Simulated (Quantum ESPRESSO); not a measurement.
# SiS2 (Ibam) in Quantum ESPRESSO: reference runs

How does SiS2 come out in PBE? The cell is run as given and disturbed.

All numbers are computed with Quantum ESPRESSO 7.5; they aren't measurements. Logs are shortened: lines on timing, memory, paths and dates and some standing lists are left out, and cuts for length are marked.

## Step 1: The crystal as given

The structure is orthorhombic, space group Ibam (No. 72). Conventional cell: a = 5.564 Å, b = 9.545 Å, c = 5.552 Å, α = 90.00°, β = 90.00°, γ = 90.00°. Around S (site symmetry m) lie 2 Si at 2.13 Å. Si (site symmetry 222) is surrounded by 4 S at 2.13 Å.

## Step 2: Single point, PBE

The input, pw.in:

```
&CONTROL
  calculation = 'scf'
  prefix = 'pwscf'
  outdir = './tmp'
  pseudo_dir = './pseudo'
  tprnfor = .true.
  tstress = .true.
  disk_io = 'low'
/
&SYSTEM
  ibrav = 0
  nat = 6
  ntyp = 2
  ecutwfc = 55
  ecutrho = 440
  nbnd = 24
  occupations = 'smearing'
  smearing = 'fd'
  degauss = 0.00367493
/
&ELECTRONS
  conv_thr = 1.2d-09
  electron_maxstep = 120
  mixing_beta = 0.5
/
ATOMIC_SPECIES
S     32.0600 s_pbe_v1.4.uspp.F.UPF
Si    28.0850 Si.pbe-n-rrkjus_psl.1.0.0.UPF
CELL_PARAMETERS angstrom
  -2.7820000000    4.7725000000    2.7760000000
   2.7820000000   -4.7725000000    2.7760000000
   2.7820000000    4.7725000000   -2.7760000000
ATOMIC_POSITIONS crystal
S      0.3818000000    0.7088000000    0.0906000000
S      0.6182000000    0.2912000000    0.9094000000
S      0.8818000000    0.7912000000    0.6730000000
S      0.1182000000    0.2088000000    0.3270000000
Si     0.2500000000    0.2500000000    0.0000000000
Si     0.7500000000    0.7500000000    0.0000000000
K_POINTS automatic
7 7 7 0 0 0
```

The input, pp_density.in:

```
&INPUTPP
  prefix = 'pwscf'
  outdir = './tmp'
  filplot = 'density.dat'
  plot_num = 0
/
&PLOT
  nfile = 1
  filepp(1) = 'density.dat'
  iflag = 3
  output_format = 6
  fileout = 'density.cube'
/
```

The input, pp_potential.in:

```
&INPUTPP
  prefix = 'pwscf'
  outdir = './tmp'
  filplot = 'potential.dat'
  plot_num = 11
/
&PLOT
  nfile = 1
  filepp(1) = 'potential.dat'
  iflag = 3
  output_format = 6
  fileout = 'potential.cube'
/
```

Potentials or basis: SSSP 1.3 efficiency PBE.

Run with:

```bash
$ OMP_NUM_THREADS=1 pw.x -in pw.in > pw.out
$ OMP_NUM_THREADS=1 pp.x -in pp_density.in > pp_density.out
$ OMP_NUM_THREADS=1 pp.x -in pp_potential.in > pp_potential.out
```

pw.out:

```text
This program is part of the open-source Quantum ESPRESSO suite
     for quantum simulation of materials; please cite
[... 9 lines left out ...]
     --------------------
     sticks:   dense  smooth     PW     G-vecs:    dense   smooth      PW
     Sum        3819    1917    555               154909    54875    8627

     Using Slab Decomposition

     bravais-lattice index     =            0
     lattice parameter (alat)  =      11.6831  a.u.
     unit-cell volume          =     994.8993 (a.u.)^3
     number of atoms/cell      =            6
     number of atomic types    =            2
     number of electrons       =        32.00
     number of Kohn-Sham states=           24
     kinetic-energy cutoff     =      55.0000  Ry
     charge density cutoff     =     440.0000  Ry
     scf convergence threshold =      1.2E-09
     mixing beta               =       0.5000
     number of iterations used =            8  plain     mixing
     Exchange-correlation= PBE
                           (   1   4   3   4   0   0   0)

     celldm(1)=  11.683102  celldm(2)=   0.000000  celldm(3)=   0.000000
     celldm(4)=   0.000000  celldm(5)=   0.000000  celldm(6)=   0.000000

     crystal axes: (cart. coord. in units of alat)
               a(1) = (  -0.449985   0.771946   0.449014 )
               a(2) = (   0.449985  -0.771946   0.449014 )
               a(3) = (   0.449985   0.771946  -0.449014 )

     reciprocal axes: (cart. coord. in units 2 pi/alat)
               b(1) = (  0.000000  0.647714  1.113550 )
               b(2) = (  1.111149  0.000000  1.113550 )
               b(3) = (  1.111149  0.647714  0.000000 )

     PseudoPot. # 1 for S  read from file:
     s_pbe_v1.4.uspp.F.UPF
     Pseudo is Ultrasoft + core correction, Zval =  6.0
     Generated by new atomic code, or converted to UPF format
     Using radial grid of  907 points,  6 beta functions with:
                l(1) =   0
                l(2) =   0
                l(3) =   1
                l(4) =   1
                l(5) =   2
                l(6) =   2
     Q(r) pseudized with  8 coefficients,  rinner =    1.300   1.300   1.300
                                                       1.300   1.300

     PseudoPot. # 2 for Si read from file:
     Si.pbe-n-rrkjus_psl.1.0.0.UPF
     Pseudo is Ultrasoft + core correction, Zval =  4.0
     Generated using "atomic" code by A. Dal Corso  v.5.1
     Using radial grid of 1141 points,  6 beta functions with:
                l(1) =   0
                l(2) =   0
                l(3) =   1
                l(4) =   1
                l(5) =   2
                l(6) =   2
     Q(r) pseudized with 0 coefficients

     atomic species   valence    mass     pseudopotential
     S                 6.00    32.06000     S ( 1.00)
     Si                4.00    28.08500     Si( 1.00)

      8 Sym. Ops., with inversion, found ( 4 have fractional translation)

   Cartesian axes

     site n.     atom                  positions (alat units)
         1        S      tau(   1) = (   0.1879136  -0.1824879   0.4490143  )
         2        S      tau(   2) = (   0.2620711   0.9544334   0.0000000  )
         3        S      tau(   3) = (   0.2620711   0.5894576   0.4490143  )
         4        S      tau(   4) = (   0.1879136   0.1824879   0.0000000  )
         5        Si     tau(   5) = (   0.0000000   0.0000000   0.2245071  )
         6        Si     tau(   6) = (  -0.0000000   0.0000000   0.6735214  )

     number of k points=    64  Fermi-Dirac smearing, width (Ry)=  0.0037
                       cart. coord. in units 2pi/alat
        k(    1) = (   0.0000000   0.0000000   0.0000000), wk =   0.0058309
        k(    2) = (   0.1587355   0.0925306   0.0000000), wk =   0.0233236
        k(    3) = (   0.3174711   0.1850612   0.0000000), wk =   0.0233236
        k(    4) = (   0.4762066   0.2775918   0.0000000), wk =   0.0233236
        k(    5) = (   0.1587355   0.0000000   0.1590786), wk =   0.0233236
        k(    6) = (   0.3174711   0.0925306   0.1590786), wk =   0.0466472
[... 56 lines left out ...]
        k(   63) = (  -0.0000000   0.5551835  -0.0000000), wk =   0.0116618
        k(   64) = (  -0.9524132  -0.0000000  -0.0000000), wk =   0.0116618

     Dense  grid:   154909 G-vectors     FFT dimensions: (  80,  80,  80)

     Smooth grid:    54875 G-vectors     FFT dimensions: (  60,  60,  60)

     Initial potential from superposition of free atoms

     starting charge      31.9987, renormalised to      32.0000
     Starting wfcs are   24 randomized atomic wfcs

     Self-consistent Calculation

     iteration #  1     ecut=    55.00 Ry     beta= 0.50
     Davidson diagonalization with overlap
     ethr =  1.00E-02,  avg # of iterations =  3.0

     Threshold (ethr) on eigenvalues was too large:
     Diagonalizing with lowered threshold

     Davidson diagonalization with overlap
     ethr =  6.32E-04,  avg # of iterations =  2.0

     total energy              =    -119.49765268 Ry
     estimated scf accuracy    <       0.21443651 Ry

     iteration #  2     ecut=    55.00 Ry     beta= 0.50
     Davidson diagonalization with overlap
     ethr =  6.70E-04,  avg # of iterations =  2.1
[... 11 lines left out ...]
     iteration #  4     ecut=    55.00 Ry     beta= 0.50
     Davidson diagonalization with overlap
     ethr =  9.95E-06,  avg # of iterations =  4.5

     total energy              =    -119.52082498 Ry
     estimated scf accuracy    <       0.00062649 Ry

     iteration #  5     ecut=    55.00 Ry     beta= 0.50
     Davidson diagonalization with overlap
     c_bands:  1 eigenvalues not converged
     ethr =  1.96E-06,  avg # of iterations =  4.2

     total energy              =    -119.52089399 Ry
     estimated scf accuracy    <       0.00004060 Ry

     iteration #  6     ecut=    55.00 Ry     beta= 0.50
     Davidson diagonalization with overlap
     ethr =  1.27E-07,  avg # of iterations =  4.2

     total energy              =    -119.52091644 Ry
     estimated scf accuracy    <       0.00000181 Ry
[... 26 lines left out ...]
     total energy              =    -119.52091698 Ry
     estimated scf accuracy    <          1.6E-09 Ry

     iteration # 11     ecut=    55.00 Ry     beta= 0.50
     Davidson diagonalization with overlap
     ethr =  4.87E-12,  avg # of iterations =  1.0

     End of self-consistent calculation

          k = 0.0000 0.0000 0.0000 (  6885 PWs)   bands (ev):

   -11.7124  -9.6030  -9.0258  -8.8773  -4.6496  -2.9970  -1.8388  -1.0422
    -0.8664   0.0913   0.0913   0.9959   1.2872   2.1728   2.2498   2.4040
     6.4787   6.9252   6.9269   8.4891   9.0903   9.2800   9.4209  10.1271

          k = 0.1587 0.0925 0.0000 (  6866 PWs)   bands (ev):

   -11.6885  -9.6055  -9.0531  -8.9080  -4.6551  -2.9274  -1.8498  -0.9980
    -0.8755   0.0578   0.1559   1.1225   1.2450   1.8879   2.1877   2.5354
     6.6650   6.9870   7.1699   8.2899   8.8779   9.0226   9.3787  10.0307
[... 199 lines left out ...]
          k = 0.3175-0.0000 0.6363 (  6844 PWs)   bands (ev):

   -10.9575 -10.6308  -9.1261  -9.0382  -3.3915  -3.0593  -1.7951  -1.4963
    -1.0187  -0.2472   0.8722   0.9361   1.8244   1.9417   2.1149   2.3419
     6.2480   6.2663   7.6350   7.7288   8.5258   8.7248   9.1255   9.3592

          k =-0.0000 0.3701-0.3182 (  6857 PWs)   bands (ev):

   -11.3422 -10.1746  -9.0743  -9.0249  -3.9570  -2.8356  -1.6621  -1.2547
    -1.0453   0.1717   0.6127   0.9056   1.4705   1.8735   1.8916   2.2773
     6.0097   7.0296   7.5472   7.6488   8.6470   8.7803   9.2016   9.5462

          k =-0.9524-0.1851-0.3182 (  6845 PWs)   bands (ev):

   -11.3040 -10.1843  -9.1336  -9.0334  -3.9530  -2.7740  -1.6712  -1.2752
    -1.0684   0.2483   0.6798   0.9493   1.4016   1.7396   1.9655   2.3861
     5.9574   6.8203   7.4471   7.7066   8.4411   8.8669   9.1740   9.4175
[... 37 lines left out ...]
          k =-0.4762-0.0000-0.1591 (  6842 PWs)   bands (ev):

   -11.5302  -9.7608  -9.1466  -9.0185  -4.4688  -2.6912  -1.8676  -1.1244
    -1.0435   0.4170   0.4646   0.7794   1.2749   1.7086   1.8851   2.8321
     6.9362   7.4237   7.5917   7.7005   8.7042   9.1914   9.3751   9.6349

          k =-0.0000 0.1851-0.0000 (  6869 PWs)   bands (ev):

   -11.6835  -9.6106  -9.0310  -8.9456  -4.6799  -2.9096  -1.7730  -0.9469
    -0.8308   0.1680   0.1896   0.9341   1.2309   2.0248   2.0423   2.4701
     6.6773   6.7278   7.2319   8.0769   8.6313   8.9391   9.3341  10.1719

          k = 0.1587 0.2776-0.0000 (  6861 PWs)   bands (ev):

   -11.6395  -9.6166  -9.0862  -8.9962  -4.7034  -2.7805  -1.7345  -0.9015
    -0.7496   0.1521   0.3820   0.9918   1.1443   1.4530   2.1065   2.6257
     6.6000   7.0534   7.4922   7.7898   8.1795   8.8154   9.3609   9.8920
[... 37 lines left out ...]
          k = 0.1587-0.0000 0.7954 (  6869 PWs)   bands (ev):

   -11.2745 -10.1995  -9.1805  -9.0317  -3.9414  -2.7279  -1.6634  -1.2031
    -1.1294   0.2748   0.8498   0.8701   1.3901   1.6988   1.9467   2.3666
     5.9147   6.6769   7.2381   7.7640   8.3176   8.9548   9.1629   9.2380

          k =-0.0000 0.4627-0.1591 (  6872 PWs)   bands (ev):

   -11.5105  -9.7988  -9.1632  -9.0394  -4.5325  -2.6508  -1.5508  -0.9243
    -0.7922   0.5342   0.7105   0.7259   1.0823   1.4654   1.7101   2.5381
     5.9106   7.1878   7.4686   7.6714   7.7492   9.0646   9.0751   9.4633

          k =-0.9524-0.0925-0.1591 (  6867 PWs)   bands (ev):

   -11.4826  -9.8011  -9.1995  -9.0620  -4.5355  -2.5641  -1.5763  -0.9299
    -0.7752   0.6010   0.7243   0.8062   1.0370   1.1566   1.8290   2.6371
     5.9080   7.0006   7.4497   7.6686   7.9342   9.0141   9.1957   9.5716
[... 31 lines left out ...]
          k =-0.0000-0.0000 0.9545 (  6874 PWs)   bands (ev):

   -11.4762  -9.8093  -9.2302  -9.0414  -4.5493  -2.5637  -1.4658  -0.9367
    -0.7214   0.6322   0.7581   0.8122   1.1155   1.1597   1.6359   2.5767
     5.7420   6.9051   7.4738   7.4809   7.9649   8.7730   9.1769   9.7145

          k =-0.0000 0.5552-0.0000 (  6864 PWs)   bands (ev):

   -11.5536  -9.6408  -9.2261  -9.0519  -4.7934  -2.5347  -1.4671  -0.6644
    -0.5413   0.5952   0.6431   0.7711   0.9810   1.0530   1.5494   2.6845
     5.8340   6.9327   7.2497   7.8369   8.0500   8.9049   9.0546   9.1661

          k =-0.9524-0.0000-0.0000 (  6876 PWs)   bands (ev):

   -11.5424  -9.6402  -9.2248  -9.0768  -4.7847  -2.4797  -1.5265  -0.6999
    -0.5316   0.6176   0.7197   0.7509   0.7759   0.9625   1.7297   2.7567
     5.9067   6.8555   7.3417   8.0407   8.1269   8.9775   8.9976   9.3345

     the Fermi energy is     4.2357 ev

!    total energy              =    -119.52091698 Ry
     estimated scf accuracy    <          4.1E-10 Ry
     smearing contrib. (-TS)   =      -0.00000000 Ry
     internal energy E=F+TS    =    -119.52091698 Ry

     The total energy is F=E-TS. E is the sum of the following terms:
     one-electron contribution =     -15.12770812 Ry
     hartree contribution      =      20.31027540 Ry
     xc contribution           =     -46.25757536 Ry
     ewald contribution        =     -78.44590890 Ry

     convergence has been achieved in  11 iterations

     Forces acting on atoms (cartesian axes, Ry/au):

     atom    1 type  1   force =     0.00846273   -0.00768947   -0.00000000
     atom    2 type  1   force =    -0.00846273    0.00768947   -0.00000000
     atom    3 type  1   force =    -0.00846273   -0.00768947    0.00000000
     atom    4 type  1   force =     0.00846273    0.00768947    0.00000000
     atom    5 type  2   force =     0.00000000    0.00000000    0.00000000
     atom    6 type  2   force =     0.00000000    0.00000000    0.00000000

     Total force =     0.022869     Total SCF correction =     0.000042

     Computing stress (Cartesian axis) and pressure

          total   stress  (Ry/bohr**3)                   (kbar)     P=       23.97
   0.00017177   0.00000000  -0.00000000           25.27        0.00       -0.00
  -0.00000000   0.00017057   0.00000000           -0.00       25.09        0.00
  -0.00000000  -0.00000000   0.00014645           -0.00       -0.00       21.54

=------------------------------------------------------------------------------=
   JOB DONE.
=------------------------------------------------------------------------------=
```

It took 5.3 min on 1 thread of Arm Neoverse V2, shared host; peak memory 0.75 GiB.

Results:

```yaml
Free_energy: -1626.1649 eV
Pressure: 2.4 GPa
Largest_force: 0.294 eV/Å
Band_gap_on_the_k_mesh: 2.78 eV, indirect (least direct gap 3.15 eV)
```

Forces in eV/Å, atoms in the order of the input:
```
S    0.218 -0.198  0.000
S   -0.218  0.198  0.000
S   -0.218 -0.198  0.000
S    0.218  0.198  0.000
Si   0.000  0.000  0.000
Si   0.000  0.000  0.000
```

Stress tensor (GPa, compression positive):
```
2.53 0.00 0.00
0.00 2.51 0.00
0.00 0.00 2.15
```

Levels at points of the mesh, in eV from the valence-band top:
| k point | band 12 | band 13 | band 14 | band 15 | band 16 | band 17 | band 18 | band 19 | band 20 | band 21 |
| --- | --- | --- | --- | --- | --- | --- | --- | --- | --- | --- |
| (0.00, 0.00, 0.00) | -1.97 | -1.67 | -0.79 | -0.71 | -0.56 | 3.52 | 3.96 | 3.97 | 5.53 | 6.13 |

Caveat: an odd mesh through Γ misses points on the zone boundary, where band edges often lie.

## Step 3: Single point, PBE (atoms moved at random, drawn with an rms of 0.05 Å)

pw.in, as its differences from that of step 2:

```diff
@@ -7,3 +7,3 @@
   tstress = .true.
-  disk_io = 'low'
+  disk_io = 'nowf'
 /
@@ -33,8 +33,8 @@
 ATOMIC_POSITIONS crystal
-S      0.3818000000    0.7088000000    0.0906000000
-S      0.6182000000    0.2912000000    0.9094000000
-S      0.8818000000    0.7912000000    0.6730000000
-S      0.1182000000    0.2088000000    0.3270000000
-Si     0.2500000000    0.2500000000    0.0000000000
-Si     0.7500000000    0.7500000000    0.0000000000
+S      0.3761200000    0.7099600000    0.0935920000
+S      0.6192410000    0.2956410000    0.9124190000
+S      0.8799630000    0.7949990000    0.6713190000
+S      0.1214970000    0.2020640000    0.3201500000
+Si     0.2576500000    0.2513340000    0.0053460000
+Si     0.7561830000    0.7580690000    0.0039030000
 K_POINTS automatic
```

Potentials or basis: SSSP 1.3 efficiency PBE.

Run with:

```bash
$ OMP_NUM_THREADS=1 pw.x -in pw.in > pw.out
```

pw.out:

```text
This program is part of the open-source Quantum ESPRESSO suite
     for quantum simulation of materials; please cite
[... 6 lines left out ...]
     --------------------
     sticks:   dense  smooth     PW     G-vecs:    dense   smooth      PW
     Sum        3819    1917    555               154909    54875    8627

     Using Slab Decomposition

     bravais-lattice index     =            0
     lattice parameter (alat)  =      11.6831  a.u.
     unit-cell volume          =     994.8993 (a.u.)^3
     number of atoms/cell      =            6
     number of atomic types    =            2
     number of electrons       =        32.00
     number of Kohn-Sham states=           24
     kinetic-energy cutoff     =      55.0000  Ry
     charge density cutoff     =     440.0000  Ry
     scf convergence threshold =      1.2E-09
     mixing beta               =       0.5000
     number of iterations used =            8  plain     mixing
     Exchange-correlation= PBE
                           (   1   4   3   4   0   0   0)

     celldm(1)=  11.683102  celldm(2)=   0.000000  celldm(3)=   0.000000
     celldm(4)=   0.000000  celldm(5)=   0.000000  celldm(6)=   0.000000

     crystal axes: (cart. coord. in units of alat)
               a(1) = (  -0.449985   0.771946   0.449014 )
               a(2) = (   0.449985  -0.771946   0.449014 )
               a(3) = (   0.449985   0.771946  -0.449014 )
[... 61 lines left out ...]

     Self-consistent Calculation

     iteration #  1     ecut=    55.00 Ry     beta= 0.50
     Davidson diagonalization with overlap
     ethr =  1.00E-02,  avg # of iterations =  3.0

     Threshold (ethr) on eigenvalues was too large:
     Diagonalizing with lowered threshold

     Davidson diagonalization with overlap
     ethr =  6.35E-04,  avg # of iterations =  1.8

     total energy              =    -119.49086897 Ry
     estimated scf accuracy    <       0.21520192 Ry
[... 19 lines left out ...]
     total energy              =    -119.51427321 Ry
     estimated scf accuracy    <       0.00066746 Ry

     iteration #  5     ecut=    55.00 Ry     beta= 0.50
     Davidson diagonalization with overlap
     c_bands:  1 eigenvalues not converged
     ethr =  2.09E-06,  avg # of iterations =  4.1

     total energy              =    -119.51434777 Ry
     estimated scf accuracy    <       0.00004424 Ry

     iteration #  6     ecut=    55.00 Ry     beta= 0.50
     Davidson diagonalization with overlap
     ethr =  1.38E-07,  avg # of iterations =  4.0
[... 25 lines left out ...]
     iteration # 10     ecut=    55.00 Ry     beta= 0.50
     Davidson diagonalization with overlap
     ethr =  4.32E-11,  avg # of iterations =  2.0

     End of self-consistent calculation

     Number of k-points >= 100: set verbosity='high' to print the bands.

     the Fermi energy is     4.1551 ev

!    total energy              =    -119.51437111 Ry
     estimated scf accuracy    <          7.8E-11 Ry
     smearing contrib. (-TS)   =      -0.00000000 Ry
     internal energy E=F+TS    =    -119.51437111 Ry

     The total energy is F=E-TS. E is the sum of the following terms:
     one-electron contribution =     -15.06273437 Ry
     hartree contribution      =      20.27684383 Ry
     xc contribution           =     -46.25139844 Ry
     ewald contribution        =     -78.47708213 Ry

     convergence has been achieved in  10 iterations

     Forces acting on atoms (cartesian axes, Ry/au):

     atom    1 type  1   force =    -0.01440201    0.02061180    0.00853129
     atom    2 type  1   force =    -0.01998992    0.02109078    0.01360419
     atom    3 type  1   force =     0.00575243    0.01289586    0.00260412
     atom    4 type  1   force =     0.03756524    0.03712172   -0.00276147
     atom    5 type  2   force =    -0.00171582   -0.05384283    0.00598756
     atom    6 type  2   force =    -0.00720991   -0.03787733   -0.02796568

     Total force =     0.099720     Total SCF correction =     0.000008

     Computing stress (Cartesian axis) and pressure

          total   stress  (Ry/bohr**3)                   (kbar)     P=       23.82
   0.00017369   0.00005121  -0.00002355           25.55        7.53       -3.46
   0.00005121   0.00015808  -0.00000069            7.53       23.25       -0.10
  -0.00002355  -0.00000069   0.00015405           -3.46       -0.10       22.66

=------------------------------------------------------------------------------=
   JOB DONE.
=------------------------------------------------------------------------------=
```

Run time: 12 min. Hardware: 1 thread of Arm Neoverse V2, shared host; peak memory 1 GiB.

Results:

```yaml
Free_energy: -1626.0759 eV
Pressure: 2.4 GPa
Largest_force: 1.394 eV/Å
Band_gap_on_the_k_mesh: 2.75 eV, indirect (least direct gap 3.07 eV)
```

Forces on the atoms (eV/Å):
```
S   -0.370  0.530  0.219
S   -0.514  0.542  0.350
S    0.148  0.332  0.067
S    0.966  0.954 -0.071
Si  -0.044 -1.384  0.154
Si  -0.185 -0.974 -0.719
```

Caveat: an odd mesh through Γ misses points on the zone boundary, where band edges often lie.
